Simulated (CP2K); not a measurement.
# TaN in CP2K: the effect of functional

The system is TaN.

```
CELL_PARAMETERS angstrom
2.73231 0.00000 0.00000
0.00000 2.73231 0.00000
0.00000 0.00000 2.73231
ATOMIC_POSITIONS crystal
Ta 0.00000 0.00000 0.00000
N 0.50000 0.50000 0.50000
```

The cell comes from a database or a generator and needn't be the stable form of this composition.

Alike in all runs:

- Program: CP2K 2026.2
- Task: single point
- Potentials or basis: POTENTIAL_UZH Ta GTH-PBE-q13, N GTH-PBE-q5; TZVP-MOLOPT-PBE-GTH basis
- Density cutoff: 9184 eV
- k mesh: 10 × 10 × 10
- Occupations: fermi-dirac, width 0.05 eV
- Spin: no spin polarisation

| functional | pressure (GPa) |
| --- | --- |
| LDA | -9.5 |
| PBEsol | -5.7 |
| HLE16 | ? |
| PW91 | 2.8 |
| revPBE | 4.8 |
| M06-L | 3.2 |

Question: What does the run with functional HLE16 give?

Answer: Pressure -65.8 GPa.

Caveats: the potentials were made for another functional, which shifts forces and pressure; the basis of atomic orbitals isn't converged, which shifts pressures, moduli and gaps; the potentials were made for a functional far from this one (some runs); the cell as given lies far from equilibrium (some runs).

Runs at the PBE level aren't shown here.
